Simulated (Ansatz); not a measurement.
The cell is PbS (P6_3mc) from a database of computed structures; cell and atoms were relaxed with r2SCAN+rVV10. It is hexagonal, P6_3mc (No. 186); conventional cell a = 4.086 Å, c = 7.469 Å, 27.00 Å³ an atom. Pb is surrounded by 6 S at 2.85–3.19 Å; S is surrounded by 6 Pb at 2.85–3.19 Å.

The questions ask for values computed with Ansatz 0.2.0 on this geometry. Non-magnetic throughout; all numbers are computed.

Given (12×12×4 mesh): The LDA gap is indirect, 0.24 eV (K to M), below the direct gap of 0.84 eV at k = (-0.062, 0.055, 0).

Question: How does the gap change from LDA to PBE+SOC (12×12×4)?

Answer: With PBE+SOC the valence top lies at k = (-0.062, 0.055, 0) and the conduction bottom at M, 0.16 eV higher; the smallest vertical gap, at k = (-0.062, 0.055, 0), is 0.39 eV. The gap differs by -0.08 eV from LDA's.

Question: Estimate the gap with r2SCAN on 12×12×4.

Answer: The r2SCAN gap is indirect, 0.57 eV (Γ–M (0.10 of the way from Γ) to M), below the direct gap of 0.99 eV at Γ. The gap differs by +0.33 eV from LDA's.

Question: What does HSE06 give for the gap (6×6×2 mesh)?

Answer: HSE06 gives an indirect gap of 0.70 eV, from Γ to M; the least direct gap is 1.08 eV at Γ. The gap differs by +0.46 eV from LDA's.

Question: What are ε∞ and the Born charges with r2SCAN?

Answer: The electronic dielectric tensor ε∞ is 10.17 along x and y, 11.91 along z. Born charges, averaged over directions: Pb +3.64, S -3.64 e.

Only the levels marked +SOC include spin-orbit coupling.

Where an edge lies off the special points, it is a point of the mesh or the k point where a search put PBE's edge or least direct gap, reused for the other functionals, whose own edges may lie a little apart.

Coordinates of k points refer to the reciprocal vectors of the primitive cell of the runs.

The meshes of the hybrids are coarse, so their gaps aren't converged to the digits shown.

PBE's own run along the path (0.39 eV) came before the search for the edges and missed one, so it isn't listed.
